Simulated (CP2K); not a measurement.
# Ga (Pm-3m) in CP2K: notebook

One crystal, Ga, is run at these levels: PBEsol; tasks: relaxation of cell and atoms.

Everything below comes from runs of CP2K 2026.2. Logs are shortened: lines on timing, memory, paths and dates and some standing lists are left out, and cuts for length are marked.

## Step 1: The structure

The structure is cubic, space group Pm-3m (No. 221). The conventional cell has a = 2.716 Å, b = 2.716 Å, c = 2.716 Å, α = 90.00°, β = 90.00°, γ = 90.00°. Ga (site symmetry m-3m) has 6 Ga at 2.72 Å as nearest neighbours.

The cell was built by a generator and needn't be a form met in nature.

## Step 2: Relaxation of cell and atoms, PBEsol

The input, ga_vcrelax.inp:

```
&GLOBAL
  PROJECT ga_vcrelax
  RUN_TYPE CELL_OPT
  PRINT_LEVEL LOW
&END GLOBAL
&FORCE_EVAL
  METHOD QS
  STRESS_TENSOR ANALYTICAL
  &DFT
    BASIS_SET_FILE_NAME BASIS_MOLOPT_UZH
    POTENTIAL_FILE_NAME POTENTIAL_UZH
    &MGRID
      CUTOFF 450
      REL_CUTOFF 60
      NGRIDS 5
    &END MGRID
    &QS
      METHOD GPW
      EPS_DEFAULT 1.0E-9
      EXTRAPOLATION USE_PREV_P
    &END QS
    &KPOINTS
      SCHEME MONKHORST-PACK 8 8 8
      GAMMA_CENTERED T
    &END KPOINTS
    &SCF
      SCF_GUESS ATOMIC
      EPS_SCF 1.0E-6
      MAX_SCF 100
      ADDED_MOS 8
      CHOLESKY OFF
      EPS_EIGVAL 1.0E-7
      &DIAGONALIZATION ON
        ALGORITHM STANDARD
      &END DIAGONALIZATION
      &MIXING ON
        METHOD BROYDEN_MIXING
        ALPHA 0.4
        BETA 1.5
        NBUFFER 8
      &END MIXING
      &SMEAR ON
        METHOD FERMI_DIRAC
        ELECTRONIC_TEMPERATURE 580.23
      &END SMEAR
    &END SCF
    &XC
      &XC_FUNCTIONAL
        &GGA_X_PBE_SOL
        &END GGA_X_PBE_SOL
        &GGA_C_PBE_SOL
        &END GGA_C_PBE_SOL
      &END XC_FUNCTIONAL
    &END XC
    &PRINT
      &KPOINTS ON
      &END KPOINTS
      &MULLIKEN ON
        &EACH
          CELL_OPT 0
        &END EACH
        ADD_LAST NUMERIC
      &END MULLIKEN
      &MO ON
        ENERGIES T
        OCCUPATION_NUMBERS T
        &EACH
          QS_SCF 0
          CELL_OPT 0
        &END EACH
        ADD_LAST NUMERIC
      &END MO
    &END PRINT
  &END DFT
  &SUBSYS
    &CELL
      A 2.7164800000 0.0000000000 0.0000000000
      B 0.0000000000 2.7164800000 0.0000000000
      C 0.0000000000 0.0000000000 2.7164800000
      PERIODIC XYZ
    &END CELL
    &COORD
      Ga  0.0000000000 0.0000000000 0.0000000000
    &END COORD
    &KIND Ga
      BASIS_SET DZVP-MOLOPT-PBE-GTH-q13
      POTENTIAL GTH-PBE-q13
    &END KIND
    &PRINT
      &ATOMIC_COORDINATES ON
      &END ATOMIC_COORDINATES
      &CELL ON
      &END CELL
      &SYMMETRY ON
      &END SYMMETRY
    &END PRINT
  &END SUBSYS
  &PRINT
    &FORCES ON
    &END FORCES
    &STRESS_TENSOR ON
    &END STRESS_TENSOR
  &END PRINT
&END FORCE_EVAL
&MOTION
  &CELL_OPT
    OPTIMIZER BFGS
    MAX_ITER 40
    MAX_FORCE [eV*angstrom^-1] 0.05
    RMS_FORCE [eV*angstrom^-1] 0.05
    MAX_DR 1.0E-2
    RMS_DR 1.0E-2
    EXTERNAL_PRESSURE [bar] 0.0
    PRESSURE_TOLERANCE [bar] 300
    KEEP_SPACE_GROUP T
  &END CELL_OPT
  &PRINT
    &TRAJECTORY ON
    &END TRAJECTORY
    &CELL ON
    &END CELL
    &FORCES ON
    &END FORCES
    &STRESS ON
    &END STRESS
    &RESTART OFF
    &END RESTART
    &RESTART_HISTORY OFF
    &END RESTART_HISTORY
  &END PRINT
&END MOTION
```

Potentials or basis: POTENTIAL_UZH Ga GTH-PBE-q13; DZVP-MOLOPT-PBE-GTH basis.

Run with:

```sh
> OMP_NUM_THREADS=1 cp2k.psmp -i ga_vcrelax.inp -o ga_vcrelax.out
```

ga_vcrelax.out:

```text

 CP2K| version string:                                       CP2K version 2026.2
 CP2K| Input file name                                            ga_vcrelax.inp

 GLOBAL| Force Environment number                                              1
 GLOBAL| Basis set file name                                    BASIS_MOLOPT_UZH
 GLOBAL| Potential file name                                       POTENTIAL_UZH
 GLOBAL| MM Potential file name                                     MM_POTENTIAL
 GLOBAL| Coordinate file name                                      __STD_INPUT__
 GLOBAL| Method name                                                        CP2K
 GLOBAL| Project name                                                 ga_vcrelax
 GLOBAL| Run type                                                       CELL_OPT
 GLOBAL| FFT library                                                       FFTW3
 GLOBAL| Diagonalization library                                       ScaLAPACK
[... 5 lines left out ...]
 GLOBAL| Total number of message passing processes                             1
 GLOBAL| Number of threads for this process                                    1
 GLOBAL| CPU model name                                                  UNKNOWN

 CELL| Volume [angstrom^3]:                                            20.045622
 CELL| Vector a [angstrom]:       2.716     0.000     0.000   |a| =     2.716480
 CELL| Vector b [angstrom]:       0.000     2.716     0.000   |b| =     2.716480
 CELL| Vector c [angstrom]:       0.000     0.000     2.716   |c| =     2.716480
 CELL| Angle (b,c), alpha [degree]:                                    90.000000
 CELL| Angle (a,c), beta  [degree]:                                    90.000000
 CELL| Angle (a,b), gamma [degree]:                                    90.000000
 CELL| Numerically orthorhombic:                                             YES
 CELL| Periodicity                                                           XYZ

 CELL_REF| Volume [angstrom^3]:                                        20.045622
 CELL_REF| Vector a [angstrom     2.716     0.000     0.000   |a| =     2.716480
 CELL_REF| Vector b [angstrom     0.000     2.716     0.000   |b| =     2.716480
 CELL_REF| Vector c [angstrom     0.000     0.000     2.716   |c| =     2.716480
 CELL_REF| Angle (b,c), alpha [degree]:                                90.000000
 CELL_REF| Angle (a,c), beta  [degree]:                                90.000000
 CELL_REF| Angle (a,b), gamma [degree]:                                90.000000
 CELL_REF| Numerically orthorhombic:                                         YES
 CELL_REF| Periodicity                                                       XYZ

[... 8 lines left out ...]
 TOTAL NUMBERS AND MAXIMUM NUMBERS

  Total number of            - Atomic kinds:                                   1
                             - Atoms:                                          1
                             - Shell sets:                                     1
                             - Shells:                                         7
                             - Primitive Cartesian functions:                  6
                             - Cartesian basis functions:                     30
                             - Spherical basis functions:                     25

[... 564 lines left out ...]
 OPT| Effective energy change [hartree]                            -0.0000001461
 OPT| Predicted energy change [hartree]                            -0.0000001258
 OPT| Scaling factor                                                0.0000000000
 OPT| Step size                                                     0.0018122895
 OPT| Trust radius                                                  0.4724315332
 OPT| Decrease in energy                                                     YES
 OPT|
 OPT| Maximum step size                                             0.0018122895
 OPT| Convergence limit for maximum step size                       0.0100000000
 OPT| Maximum step size is converged                                         YES
 OPT|
 OPT| RMS step size                                                 0.0010463258
 OPT| Convergence limit for RMS step size                           0.0100000000
 OPT| RMS step size is converged                                             YES
 OPT|
 OPT| Maximum gradient                                              0.0000075772
 OPT| Convergence limit for maximum gradient                        0.0009723453
 OPT| Maximum gradient is converged                                          YES
 OPT|
 OPT| RMS gradient                                                  0.0000043747
 OPT| Convergence limit for RMS gradient                            0.0009723453
 OPT| RMS gradient is converged                                              YES
 OPT|
 OPT| Pressure deviation [bar]                                    -86.8225666679
 OPT| Pressure tolerance [bar]                                    300.0000000000
 OPT| Pressure is converged                                                  YES
 OPT| **************************************************************************

 *******************************************************************************
 ***                    GEOMETRY OPTIMIZATION COMPLETED                      ***
 *******************************************************************************

 write_final_structure: Optimization converged, writing XYZ file gladly:
  ga_vcrelax-FINAL-1_3.xyz

 write_final_structure: Optimization converged, writing CIF file gladly:
  ga_vcrelax-FINAL-1_3.cif

 write_final_structure: Done!

                    Reevaluating energy at the minimum

 CELL| Volume [angstrom^3]:                                            19.280020
 CELL| Vector a [angstrom]:       2.681     0.000     0.000   |a| =     2.681447
 CELL| Vector b [angstrom]:       0.000     2.681     0.000   |b| =     2.681447
 CELL| Vector c [angstrom]:       0.000     0.000     2.681   |c| =     2.681447
 CELL| Angle (b,c), alpha [degree]:                                    90.000000
 CELL| Angle (a,c), beta  [degree]:                                    90.000000
 CELL| Angle (a,b), gamma [degree]:                                    90.000000
 CELL| Numerically orthorhombic:                                             YES
 CELL| Periodicity                                                           XYZ
[... 313 lines left out ...]
 MO|      4              -0.345355              -9.397601               2.000000
 MO|      5              -0.341231              -9.285362               2.000000
 MO|      6              -0.008121              -0.220990               2.000000
 MO|      7               0.205104               5.581167               0.000000
 MO|      8               0.371736              10.115441               0.000000
 MO|      9               0.438079              11.920748               0.000000
 MO|     10               0.688840              18.744296               0.000000
 MO|     11               0.707255              19.245399               0.000000
 MO|     12               0.888346              24.173136               0.000000
 MO|     13               1.237449              33.672713               0.000000
 MO|     14               1.286202              34.999342               0.000000
 MO|     15               1.375747              37.435987               0.000000
 MO| Sum:                                                              12.000000
 MO| E(Fermi):            0.176639 a.u.          4.806593 eV

 [... the levels of further k-points ...]

 !-----------------------------------------------------------------------------!
                     Mulliken Population Analysis

 #  Atom  Element  Kind  Atomic population                           Net charge
       1     Ga       1         13.000000                             -0.000000
 # Total charge                             13.000000                 -0.000000

 !-----------------------------------------------------------------------------!

 ENERGY| Total FORCE_EVAL ( QS ) energy [hartree]            -74.431812130837685
```

It took 2.6 min on 1 thread of Arm Neoverse N1, shared host; peak memory 0.23 GiB.

What came out:

```
Free energy                            : -2025.3926 eV
Relaxed volume                         : 19.28 Å³/atom
Relaxed cell                           : a = 2.681 Å, b = 2.681 Å, c = 2.681 Å, α = 90.00°, β = 90.00°, γ = 90.00°
Space group after relaxing (to 0.05 Å) : Pm-3m (No. 221)
Energy gained by relaxing              : 4.4 meV/atom
Ionic steps                            : 5
Pressure after relaxing                : 0.0 GPa
Band gap on the k mesh                 : none (metal or under the smearing width)
```

The path:
```csv
step,energy change (eV),largest force (eV/Å),volume (Å³)
1,0.0000,0.0001,20.05
2,-0.0002,0.0001,20.03
3,-0.0044,0.0001,19.30
4,-0.0044,0.0001,19.28
5,-0.0044,0.0001,19.28
```

Final structure:
```
CELL_PARAMETERS angstrom
2.68145 0.00000 0.00000
0.00000 2.68145 0.00000
0.00000 0.00000 2.68145
ATOMIC_POSITIONS crystal
Ga 0.00000 0.00000 0.00000
```

Caveat: the potentials were made for another functional, which shifts forces and pressure; the basis of atomic orbitals isn't converged, which shifts pressures, moduli and gaps.

## Step 3: Relaxation of cell and atoms, PBEsol, target pressure 10 GPa, at which the enthalpy is minimised

Changes to ga_vcrelax.inp since step 2:

```diff
@@ -112,3 +112,3 @@
     RMS_DR 1.0E-2
-    EXTERNAL_PRESSURE [bar] 0.0
+    EXTERNAL_PRESSURE [bar] 100000.0
     PRESSURE_TOLERANCE [bar] 300
```

Potentials or basis: POTENTIAL_UZH Ga GTH-PBE-q13; DZVP-MOLOPT-PBE-GTH basis.

Run with:

```sh
> OMP_NUM_THREADS=1 cp2k.psmp -i ga_vcrelax.inp -o ga_vcrelax.out
```

Wall time 4.4 min (1 thread of Arm Neoverse N1, shared host); peak memory 0.25 GiB.

Results (log left out):

| Item | Value |
| --- | --- |
| Free energy | -2025.3281 eV |
| Relaxed volume | 16.80 Å³/atom |
| Relaxed cell | a = 2.561 Å, b = 2.561 Å, c = 2.561 Å, α = 90.00°, β = 90.00°, γ = 90.00° |
| Space group after relaxing (to 0.05 Å) | Pm-3m (No. 221) |
| Energy change on relaxing (the enthalpy is what falls) | +60.0 meV/atom |
| Ionic steps | 7 |
| Pressure after relaxing | 10.0 GPa |
| Band gap on the k mesh | none (metal or under the smearing width) |

Step by step:
```
step  energy change (eV)  largest force (eV/Å)  volume (Å³)
   1              0.0000                0.0001        20.05
   2             -0.0013                0.0001        19.92
   3              0.1076                0.0000        16.16
   4              0.0492                0.0000        16.98
   5              0.0596                0.0000        16.81
   6              0.0600                0.0000        16.80
   7              0.0600                0.0000        16.80
```

Final structure:
```yaml
crystal:
  lattice:
    - [2.56106, 0.00000, 0.00000]
    - [0.00000, 2.56106, 0.00000]
    - [0.00000, 0.00000, 2.56106]
  atoms:
    - { symbol: Ga, position: [0.00000, 0.00000, 0.00000] }
```

Levels at points of the mesh, in eV from the Fermi level:
```csv
k point,band 4,band 5,band 6,band 7,band 8,band 9,band 10,band 11
"(0.00, 0.00, 0.00)",-14.03,-14.03,-11.48,10.60,10.60,10.60,15.11,15.11
"(0.00, 0.00, 0.50)",-14.25,-14.01,-6.08,-4.65,14.90,14.90,18.74,20.48
"(0.00, 0.50, 0.00)",-14.25,-14.01,-6.08,-4.65,14.90,14.90,18.74,20.48
"(0.00, 0.50, 0.50)",-14.22,-13.83,-0.56,-0.56,-0.49,5.80,19.48,24.85
"(0.50, 0.00, 0.00)",-14.25,-14.01,-6.08,-4.65,14.90,14.90,18.74,20.48
"(0.50, 0.00, 0.50)",-14.22,-13.83,-0.56,-0.56,-0.49,5.80,19.48,24.85
"(0.50, 0.50, 0.00)",-14.22,-13.83,-0.56,-0.56,-0.49,5.80,19.48,24.85
"(0.50, 0.50, 0.50)",-13.81,-13.81,3.41,3.41,3.41,6.45,10.64,10.64
```

Caveat: the volume moved by over 15 % at a fixed basis, so the end points are rough; the potentials were made for another functional, which shifts forces and pressure; the basis of atomic orbitals isn't converged, which shifts pressures, moduli and gaps.

[end of part 1 of 2]
